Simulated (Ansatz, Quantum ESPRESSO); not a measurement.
# Ballistic transmission: 4 layers of Na in Ca(100), on the host's sites, part 2 of 4

Aim: the zero-bias transmission with pwcond for this junction: 4 layers of Na in Ca(100), on the host's sites.

Quantum ESPRESSO 7.5; plane-wave DFT, PBE, GBRV ultrasoft pseudopotentials; cross-check by Ansatz 0.2.0 with PAW datasets.

So far. Step 2 (Ground state): The run needed 14 iterations to bring the estimated error under 1e-07 Ry; the largest force on any atom, held or free, is 0.05 eV/Å.

## Step 3: Transmission with pwcond.x

Level of this step: transmission by pwcond, lead and junction from one cell; plane-wave DFT, PBE, GBRV ultrasoft pseudopotentials (Quantum ESPRESSO).

prefixt takes both regions from one run: the lead from 0 to bdl, the scattering region from bdl to bds (units of alat). ikind = 1 puts the same lead on both sides. The program's T_tot counts both spins in a run without spin; the tables below give T per spin.

cond.in

```
&inputcond
  outdir = './out'
  prefixt = 'scf'
  tran_file = 'cond.dat'
  bdl = 1.4142135624
  bds = 10.9770380309
  ikind = 1
  ewind = 4.0
  epsproj = 1e-05
  nz1 = 7
  energy0 = 0.4
  denergy = -0.4
/
21
  0.00000000 0.00000000 0.01000000
  0.00000000 0.10000000 0.04000000
  0.00000000 0.20000000 0.04000000
  0.00000000 0.30000000 0.04000000
  0.00000000 0.40000000 0.04000000
  0.00000000 0.50000000 0.02000000
  0.10000000 0.10000000 0.04000000
  0.10000000 0.20000000 0.08000000
  0.10000000 0.30000000 0.08000000
  0.10000000 0.40000000 0.08000000
  0.10000000 0.50000000 0.04000000
  0.20000000 0.20000000 0.04000000
  0.20000000 0.30000000 0.08000000
  0.20000000 0.40000000 0.08000000
  0.20000000 0.50000000 0.04000000
  0.30000000 0.30000000 0.04000000
  0.30000000 0.40000000 0.08000000
  0.30000000 0.50000000 0.04000000
  0.40000000 0.40000000 0.04000000
  0.40000000 0.50000000 0.04000000
  0.50000000 0.50000000 0.01000000
3
```

Started as:

```sh
> OMP_NUM_THREADS=1 mpirun -n 4 pwcond.x -in cond.in > cond.out
```

The log of the run:

```text
[banner, memory and clock lines left out]
Program PWCOND v.7.5 starts

          URL

     ./out/scf.save/

     IMPORTANT: XC functional enforced from input :
     Exchange-correlation= PBE
                           (   1   4   3   4   0   0   0)
     Any further DFT definition will be discarded
     Please, verify this is what you really want

     Reading collected, re-writing distributed wavefunctions

===== INPUT FILE containing all the regions =====

     GEOMETRY:

     lattice parameter (alat)  =       7.3760  a.u.
     the volume                =    4405.0821 (a.u.)^3
     the cross section         =      54.4059 (a.u.)^2
     l of the unit cell        =      10.9770 (alat)
     number of atoms/cell      =           16
     number of atomic types    =            2

     crystal axes: (cart. coord. in units of alat)
               a(1) = (  1.0000  0.0000  0.0000 )
               a(2) = (  0.0000  1.0000  0.0000 )
               a(3) = (  0.0000  0.0000 10.9770 )

   Cartesian axes

     site n.     atom                  positions (alat units)
          1        Ca     tau(  1)=(  0.0000  0.0000 10.9770  )
          2        Ca     tau(  2)=(  0.5000  0.5000  0.7071  )
          3        Ca     tau(  3)=(  0.0000  0.0000  1.4142  )
          4        Ca     tau(  4)=(  0.5000  0.5000  2.1213  )
          5        Ca     tau(  5)=(  0.0000  0.0000  2.8284  )
          6        Ca     tau(  6)=(  0.5000  0.5000  3.5355  )
          7        Na     tau(  7)=(  0.0000  0.0000  4.2006  )
          8        Na     tau(  8)=(  0.5000  0.5000  4.8235  )
          9        Na     tau(  9)=(  0.0000  0.0000  5.4464  )
         10        Na     tau( 10)=(  0.5000  0.5000  6.0694  )
         11        Ca     tau( 11)=(  0.0000  0.0000  6.7344  )
         12        Ca     tau( 12)=(  0.5000  0.5000  7.4415  )
         13        Ca     tau( 13)=(  0.0000  0.0000  8.1486  )
         14        Ca     tau( 14)=(  0.5000  0.5000  8.8557  )
         15        Ca     tau( 15)=(  0.0000  0.0000  9.5628  )
         16        Ca     tau( 16)=(  0.5000  0.5000 10.2699  )

     nr1s                      =           30
     nr2s                      =           30
     nr3s                      =          360
     nr1sx                     =           30
     nr2sx                     =           30
     nr3sx                     =          360
     nr1                       =           36
     nr2                       =           36
     nr3                       =          375
     nr1x                      =           36
     nr2x                      =           36
     nr3x                      =          375

 _______________________________
  Radii of nonlocal spheres:

     type       ibeta     ang. mom.          radius (alat units)
       Ca         1         0                    0.2728
       Ca         2         0                    0.2728
       Ca         3         1                    0.2728
       Ca         4         1                    0.2728
       Ca         5         2                    0.2728
       Ca         6         2                    0.2728
       Na         1         0                    0.2736
       Na         2         0                    0.2736
       Na         3         1                    0.2736
       Na         4         1                    0.2736
       Na         5         2                    0.2736
----- General information -----

--- T calc. with identical leads (ikind=1) ---

     nrx                       =           30
     nry                       =           30
     nz1                       =            7

     energy0               =         4.0E-01
     denergy               =        -4.0E-01
     nenergy               =          3
     ecut2d                =         4.0E+01
     ewind                 =         4.0E+00
     epsproj               =         1.0E-05

     number of k_|| points=   21
                       cryst. coord.
        k(    1) = (   0.0000000   0.0000000), wk =   0.0100000
        k(    2) = (   0.0000000   0.1000000), wk =   0.0400000
        k(    3) = (   0.0000000   0.2000000), wk =   0.0400000
        k(    4) = (   0.0000000   0.3000000), wk =   0.0400000
        k(    5) = (   0.0000000   0.4000000), wk =   0.0400000
        k(    6) = (   0.0000000   0.5000000), wk =   0.0200000
        k(    7) = (   0.1000000   0.1000000), wk =   0.0400000
        k(    8) = (   0.1000000   0.2000000), wk =   0.0800000
        k(    9) = (   0.1000000   0.3000000), wk =   0.0800000
        k(   10) = (   0.1000000   0.4000000), wk =   0.0800000
        k(   11) = (   0.1000000   0.5000000), wk =   0.0400000
        k(   12) = (   0.2000000   0.2000000), wk =   0.0400000
        k(   13) = (   0.2000000   0.3000000), wk =   0.0800000
        k(   14) = (   0.2000000   0.4000000), wk =   0.0800000
        k(   15) = (   0.2000000   0.5000000), wk =   0.0400000
        k(   16) = (   0.3000000   0.3000000), wk =   0.0400000
        k(   17) = (   0.3000000   0.4000000), wk =   0.0800000
        k(   18) = (   0.3000000   0.5000000), wk =   0.0400000
        k(   19) = (   0.4000000   0.4000000), wk =   0.0400000
        k(   20) = (   0.4000000   0.5000000), wk =   0.0400000
        k(   21) = (   0.5000000   0.5000000), wk =   0.0100000
----- Information about left/right lead -----

     nocros                   =           18
     noins                    =           18
     norb                     =           54
     norbf                    =          250
     nrz                      =           46

      iorb      type   ibeta   ang. mom.   m       position (alat)
        1        1       1        0        1   taunew(   1)=(  0.0000  0.0000  0.0000)
        2        1       2        0        1   taunew(   2)=(  0.0000  0.0000  0.0000)
        3        1       3        1        1   taunew(   3)=(  0.0000  0.0000  0.0000)
        4        1       3        1        2   taunew(   4)=(  0.0000  0.0000  0.0000)
        5        1       3        1        3   taunew(   5)=(  0.0000  0.0000  0.0000)
        6        1       4        1        1   taunew(   6)=(  0.0000  0.0000  0.0000)
        7        1       4        1        2   taunew(   7)=(  0.0000  0.0000  0.0000)
        8        1       4        1        3   taunew(   8)=(  0.0000  0.0000  0.0000)
        9        1       5        2        1   taunew(   9)=(  0.0000  0.0000  0.0000)
       10        1       5        2        2   taunew(  10)=(  0.0000  0.0000  0.0000)
       11        1       5        2        3   taunew(  11)=(  0.0000  0.0000  0.0000)
       12        1       5        2        4   taunew(  12)=(  0.0000  0.0000  0.0000)
[...]
197        1       1        0        1   taunew( 197)=(  0.0000  0.0000  8.1486)
      198        1       2        0        1   taunew( 198)=(  0.0000  0.0000  8.1486)
      199        1       3        1        1   taunew( 199)=(  0.0000  0.0000  8.1486)
      200        1       3        1        2   taunew( 200)=(  0.0000  0.0000  8.1486)
      201        1       3        1        3   taunew( 201)=(  0.0000  0.0000  8.1486)
      202        1       4        1        1   taunew( 202)=(  0.0000  0.0000  8.1486)
      203        1       4        1        2   taunew( 203)=(  0.0000  0.0000  8.1486)
      204        1       4        1        3   taunew( 204)=(  0.0000  0.0000  8.1486)
      205        1       5        2        1   taunew( 205)=(  0.0000  0.0000  8.1486)
      206        1       5        2        2   taunew( 206)=(  0.0000  0.0000  8.1486)
      207        1       5        2        3   taunew( 207)=(  0.0000  0.0000  8.1486)
      208        1       5        2        4   taunew( 208)=(  0.0000  0.0000  8.1486)
      209        1       5        2        5   taunew( 209)=(  0.0000  0.0000  8.1486)
      210        1       6        2        1   taunew( 210)=(  0.0000  0.0000  8.1486)
      211        1       6        2        2   taunew( 211)=(  0.0000  0.0000  8.1486)
      212        1       6        2        3   taunew( 212)=(  0.0000  0.0000  8.1486)
      213        1       6        2        4   taunew( 213)=(  0.0000  0.0000  8.1486)
      214        1       6        2        5   taunew( 214)=(  0.0000  0.0000  8.1486)
      215        1       1        0        1   taunew( 215)=(  0.5000  0.5000  8.8557)
      216        1       2        0        1   taunew( 216)=(  0.5000  0.5000  8.8557)
      217        1       3        1        1   taunew( 217)=(  0.5000  0.5000  8.8557)
      218        1       3        1        2   taunew( 218)=(  0.5000  0.5000  8.8557)
      219        1       3        1        3   taunew( 219)=(  0.5000  0.5000  8.8557)
      220        1       4        1        1   taunew( 220)=(  0.5000  0.5000  8.8557)
      221        1       4        1        2   taunew( 221)=(  0.5000  0.5000  8.8557)
      222        1       4        1        3   taunew( 222)=(  0.5000  0.5000  8.8557)
      223        1       5        2        1   taunew( 223)=(  0.5000  0.5000  8.8557)
      224        1       5        2        2   taunew( 224)=(  0.5000  0.5000  8.8557)
      225        1       5        2        3   taunew( 225)=(  0.5000  0.5000  8.8557)
      226        1       5        2        4   taunew( 226)=(  0.5000  0.5000  8.8557)
      227        1       5        2        5   taunew( 227)=(  0.5000  0.5000  8.8557)
      228        1       6        2        1   taunew( 228)=(  0.5000  0.5000  8.8557)
      229        1       6        2        2   taunew( 229)=(  0.5000  0.5000  8.8557)
      230        1       6        2        3   taunew( 230)=(  0.5000  0.5000  8.8557)
      231        1       6        2        4   taunew( 231)=(  0.5000  0.5000  8.8557)
      232        1       6        2        5   taunew( 232)=(  0.5000  0.5000  8.8557)
      233        1       1        0        1   taunew( 233)=(  0.0000  0.0000  9.5628)
      234        1       2        0        1   taunew( 234)=(  0.0000  0.0000  9.5628)
      235        1       3        1        1   taunew( 235)=(  0.0000  0.0000  9.5628)
      236        1       3        1        2   taunew( 236)=(  0.0000  0.0000  9.5628)
      237        1       3        1        3   taunew( 237)=(  0.0000  0.0000  9.5628)
      238        1       4        1        1   taunew( 238)=(  0.0000  0.0000  9.5628)
      239        1       4        1        2   taunew( 239)=(  0.0000  0.0000  9.5628)
      240        1       4        1        3   taunew( 240)=(  0.0000  0.0000  9.5628)
      241        1       5        2        1   taunew( 241)=(  0.0000  0.0000  9.5628)
      242        1       5        2        2   taunew( 242)=(  0.0000  0.0000  9.5628)
      243        1       5        2        3   taunew( 243)=(  0.0000  0.0000  9.5628)
      244        1       5        2        4   taunew( 244)=(  0.0000  0.0000  9.5628)
      245        1       5        2        5   taunew( 245)=(  0.0000  0.0000  9.5628)
      246        1       6        2        1   taunew( 246)=(  0.0000  0.0000  9.5628)
      247        1       6        2        2   taunew( 247)=(  0.0000  0.0000  9.5628)
      248        1       6        2        3   taunew( 248)=(  0.0000  0.0000  9.5628)
      249        1       6        2        4   taunew( 249)=(  0.0000  0.0000  9.5628)
      250        1       6        2        5   taunew( 250)=(  0.0000  0.0000  9.5628)
 ngper, shell number =          177          27
 ngper, n2d =          177         113
---  E-Ef =    0.4000000  k =    0.0000000   0.0000000
---  ie =          1  ik =          1
 Nchannels of the left tip =            0
 Right moving states:
   k1(2pi/a)   k2(2pi/a)   E-Ef (eV)
 Left moving states:
   k1(2pi/a)   k2(2pi/a)   E-Ef (eV)

 to transmit
          E-Ef(ev), T =    0.4000000   0.0000000
---  E-Ef =    0.0000000  k =    0.0000000   0.0000000
---  ie =          2  ik =          1
 Nchannels of the left tip =            0
 Right moving states:
   k1(2pi/a)   k2(2pi/a)   E-Ef (eV)
 Left moving states:
   k1(2pi/a)   k2(2pi/a)   E-Ef (eV)

 to transmit
          E-Ef(ev), T =    0.0000000   0.0000000
---  E-Ef =   -0.4000000  k =    0.0000000   0.0000000
---  ie =          3  ik =          1
 Nchannels of the left tip =            0
 Right moving states:
   k1(2pi/a)   k2(2pi/a)   E-Ef (eV)
 Left moving states:
   k1(2pi/a)   k2(2pi/a)   E-Ef (eV)

 to transmit
          E-Ef(ev), T =   -0.4000000   0.0000000
 ngper, shell number =          177          90
 ngper, n2d =          177         115
[... further energies and points left out ...]
---  E-Ef =    0.4000000  k =    0.5000000   0.5000000
---  ie =          1  ik =         21
 Nchannels of the left tip =            0
 Right moving states:
   k1(2pi/a)   k2(2pi/a)   E-Ef (eV)
 Left moving states:
   k1(2pi/a)   k2(2pi/a)   E-Ef (eV)

 to transmit
          E-Ef(ev), T =    0.4000000   0.0000000
---  E-Ef =    0.0000000  k =    0.5000000   0.5000000
---  ie =          2  ik =         21
 Nchannels of the left tip =            2
 Right moving states:
   k1(2pi/a)   k2(2pi/a)   E-Ef (eV)
   0.3450437  -0.0000000   0.0000000
   0.3450686   0.0000079   0.0000000
 Left moving states:
   k1(2pi/a)   k2(2pi/a)   E-Ef (eV)
  -0.3450437  -0.0000000   0.0000000
  -0.3450686   0.0000079   0.0000000

 to transmit
 Band j to band i transmissions and reflections:
    j         i     |T_ij|^2    |R_ij|^2

    1 -->     1     0.00001     0.99999
    1 -->     2     0.00000     0.00000
   Total T_j, R_j =    0.00001  0.99999

    2 -->     1     0.00000     0.00000
    2 -->     2     0.00001     0.99999
   Total T_j, R_j =    0.00001  0.99999

E-Ef(ev), T(x2 spins) =    0.0000000   0.0000205
---  E-Ef =   -0.4000000  k =    0.5000000   0.5000000
---  ie =          3  ik =         21
 Nchannels of the left tip =            2
 Right moving states:
   k1(2pi/a)   k2(2pi/a)   E-Ef (eV)
   0.1190363   0.0000078  -0.4000000
   0.1191177  -0.0000000  -0.4000000
 Left moving states:
   k1(2pi/a)   k2(2pi/a)   E-Ef (eV)
  -0.1190363   0.0000078  -0.4000000
  -0.1191177  -0.0000000  -0.4000000

 to transmit
 Band j to band i transmissions and reflections:
    j         i     |T_ij|^2    |R_ij|^2

    1 -->     1     0.00000     1.00000
    1 -->     2     0.00000     0.00000
   Total T_j, R_j =    0.00000  1.00000

    2 -->     1     0.00000     0.00000
    2 -->     2     0.00000     1.00000
   Total T_j, R_j =    0.00000  1.00000

E-Ef(ev), T(x2 spins) =   -0.4000000   0.0000020
   T_tot     0.40000      0.12903E+01
   T_tot     0.00000      0.11139E+01
   T_tot    -0.40000      0.11539E+01

Note: The following floating-point exceptions are signalling: IEEE_UNDERFLOW_FLAG
Note: The following floating-point exceptions are signalling: IEEE_UNDERFLOW_FLAG
Note: The following floating-point exceptions are signalling: IEEE_UNDERFLOW_FLAG
Note: The following floating-point exceptions are signalling: IEEE_UNDERFLOW_FLAG
```

The job ended after 4.2 min (4 MPI ranks of Arm Neoverse V2, shared host; peak memory 0.55 GiB; 17 min of CPU time).

This step gave:

| Quantity | Value |
| --- | --- |
| lead channels at the Fermi level, one spin | 1.100 |
| transmission at the Fermi level, one spin | 0.5570 |
| conductance | 0.5570 G₀ |

Per spin; mean over the k mesh across the current. Open channels, zone mean against energy, zero at the Fermi level:

```tsv
energy (eV)	open channels, zone mean
-0.400	0.94
0.000	1.1
0.400	1.24
```

Per spin; mean over the k mesh across the current. The transmission, zone mean by energy, zero at the Fermi level:

```tsv
energy (eV)	transmission, zone mean
-0.400	0.577
0.000	0.557
0.400	0.645
```

At 0.000 eV; k in fractions of b1, b2. Transmission by k point:

```tsv
k1	k2	weight	t	channels
0	0	0.01	0	0
0	0.1	0.04	0	0
0	0.2	0.04	0	0
0	0.3	0.04	0	0
0	0.4	0.04	0.9095	2
0	0.5	0.02	0.8437	2
0.1	0.1	0.04	0	0
0.1	0.2	0.08	0	0
0.1	0.3	0.08	0.9936	1
0.1	0.4	0.08	0.8788	2
0.1	0.5	0.04	1.001	2
0.2	0.2	0.04	0.7963	1
0.2	0.3	0.08	0.9571	1
0.2	0.4	0.08	0.9484	2
0.2	0.5	0.04	1.992	2
0.3	0.3	0.04	0.9489	1
0.3	0.4	0.08	0	0
0.3	0.5	0.04	0.08573	2
0.4	0.4	0.04	0.2134	2
0.4	0.5	0.04	4.36e-4	2
0.5	0.5	0.01	1.03e-5	2
```

The program's own clock; routines nest. Time by routine:

```tsv
routine	wall time (s)	calls
PWCOND	251.1	1
scatter_forw	201.1	126
local	29.9	21
compbs	16.08	63
compbs_2	13.65	63
init	0.75	1
poten	0.08	1
```

At no point does T exceed the number of channels.

(Part 2 of 4 ends here.)

[Logs are printed without paths, hosts, clocks, repeated set-up lines and the standing remarks that a program may print on its own settings, such as how far it seeks lower states.]

[Hosts, paths, dates, database ids (printed as entryN), source tags and the programs' standing remarks are cut or masked in the printed files.]

[Maps of the electrostatic potential energy from Ansatz leave out the sawtooth potential of an applied field or a dipole correction, so their vacuum need not be flat; planar profiles and work functions include it.]
